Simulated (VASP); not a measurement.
A run of VASP 6.6.1:

File INCAR:

```
  ALGO = Normal
  EDIFF = 1E-7
  EDIFFG = -0.02
  ENCUT = 600
  GGA = RP
  IBRION = 2
  ISIF = 3
  ISMEAR = -1
  IVDW = 12
  LASPH = T
  LCHARG = F
  LREAL = F
  LWAVE = F
  NELM = 100
  NSW = 60
  PREC = Accurate
  SIGMA = 0.05
```

File KPOINTS:

```
k-points
0
Gamma
  12 12 11
```

The input POSCAR:

```
Si
1.0
    2.6205428149      0.0000000000      0.0000000000
   -1.3102714075      2.2694566494      0.0000000000
    0.0000000000      0.0000000000      2.4663543900
Si
1
Direct
    0.0000000000      0.0000000000      0.0000000000
```

Potentials or basis: VASP PAW PBE potentials, release 64 (Si).

Run with:

```bash
$ cat potpaw_PBE.64/Si/POTCAR > POTCAR
$ mpirun -np 1 vasp_std > vasp.out
```

Hardware: 1 thread of Intel(R) Xeon(R) Platinum 8259CL CPU @ 2.50GHz (Skylake/Cascade Lake), with other jobs on the host.

How long does it take, and how much memory?

It took 28 s on 1 thread of Intel(R) Xeon(R) Platinum 8259CL CPU @ 2.50GHz (Skylake/Cascade Lake) (shared host), peak memory 0.14 GiB. Counts: scf iterations 40, k points 114, ion steps 6.
